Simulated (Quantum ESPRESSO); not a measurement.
The system is LiF (Griceite).

```
CELL_PARAMETERS angstrom
0.00000 2.01400 2.01400
2.01400 0.00000 2.01400
2.01400 2.01400 0.00000
ATOMIC_POSITIONS crystal
F 0.50000 0.50000 0.50000
Li 0.00000 0.00000 0.00000
```

```yaml
Program: Quantum ESPRESSO 7.5
Task: relaxation of cell and atoms
Functional: PBEsol
Dispersion: D3(BJ)
Potentials_or_basis: PseudoDojo 0.4.1 SR PBE standard
Cutoff: 1143 eV
Density_cutoff: 4572 eV
k_mesh: 11 × 11 × 11
Occupations: fermi-dirac, width 0.05 eV
Spin: no spin polarisation
```

At the start: pressure -3.5 GPa; volume 8.17 Å³/atom.

Question: How do energy, volume and symmetry change on relaxing?

Answer: Over 3 steps the energy falls by 4.4 meV/atom and the volume is 7.76 Å³/atom (-5.0 %); space group Fm-3m (No. 225, to 0.05 Å).

Step by step:
```tsv
step	energy change (eV)	largest force (eV/Å)	pressure (GPa)	volume (Å³)
1	0.0000	0.0000	-3.49	16.34
2	-0.0013	0.0000	-3.25	16.28
3	-0.0088	0.0000	0.21	15.51
```

Final structure:
```
F Li
1.0
     0.00000    1.97954    1.97954
     1.97954    0.00000    1.97954
     1.97954    1.97954    0.00000
F Li
1 1
Direct
  0.50000 0.50000 0.50000
  0.00000 0.00000 0.00000
```

Caveat: the potentials were made for another functional, which shifts forces and pressure.
